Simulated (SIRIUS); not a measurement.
**In: single point with GAM**

In:

```
In
1.0
    -1.62547    1.62547    2.47370
     1.62547   -1.62547    2.47370
     1.62547    1.62547   -2.47370
In
1
Direct
  0.00000 0.00000 0.00000
```

```json
{"Program": "SIRIUS 7.10.0", "Task": "single point", "Functional": "GAM", "Potentials or basis": "PseudoDojo 0.4.1 PBE standard (scalar relativistic)", "Cutoff": "960 eV", "Density cutoff": "3840 eV", "k mesh": "9 × 9 × 9", "Occupations": "fermi-dirac, width 0.05 eV", "Spin": "no spin polarisation", "Libxc names": "[\"XC_GGA_X_GAM\", \"XC_GGA_C_GAM\"]", "Energy tol": "1e-08 Ha", "Density tol": "1e-06", "Mixer": "anderson", "Mixing beta": "0.7", "Max scf": "100", "Radial cutoff for the potentials' integrals": "6.5 bohr"}
```

```
Pressure               : 2.6 GPa
Band gap on the k mesh : none (metal or under the smearing width)
```

Stress tensor (GPa, compression positive):
```
2.38 0.00 0.00
0.00 2.38 0.00
0.00 0.00 2.92
```

Wall time 51 s on 1 thread of Arm Neoverse V1, with other jobs on the host, peak memory 0.34 GiB.

Caveat: the potentials were made for another functional, which shifts forces and pressure.
